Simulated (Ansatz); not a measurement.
Runs of Ansatz 0.2.0 on W. It takes space group Fm-3m (No. 225, cubic). Conventional cell: a = 4.060 Å, b = 4.060 Å, c = 4.060 Å, α = 90.00°, β = 90.00°, γ = 90.00°. W (site symmetry m-3m) is surrounded by 12 W at 2.87 Å. This isn't the form of W at room conditions, which is bcc.

```tsv
task	potentials or basis	cell	cutoff (eV)	basis error allowed	pressure (GPa)
single point	all-electron LAPW, scalar-relativistic	strain_z_fixed_volume = 0	253	0.001 eV/atom	-12.6
band structure	all-electron LAPW, non-relativistic	as given	249	0.001 eV/atom	(a)
band structure	all-electron LAPW, inner shells corrected to Dirac's equation	as given	253	0.001 eV/atom	-12.5
band structure	all-electron LAPW, scalar-relativistic	as given	253	0.001 eV/atom	-12.6
band structure	all-electron PAW datasets made for the crystal	as given	300	-	-12.6
```

Alike in all rows: level PBEsol; no spin polarisation; k mesh 11 × 11 × 11; smearing fermi-dirac 0.05 eV.

Estimate the missing entries.

(a) 0.5.

Caveats: relativity is left out, which matters for the heavier elements (some runs).

The runs don't all hold the same shells in valence.
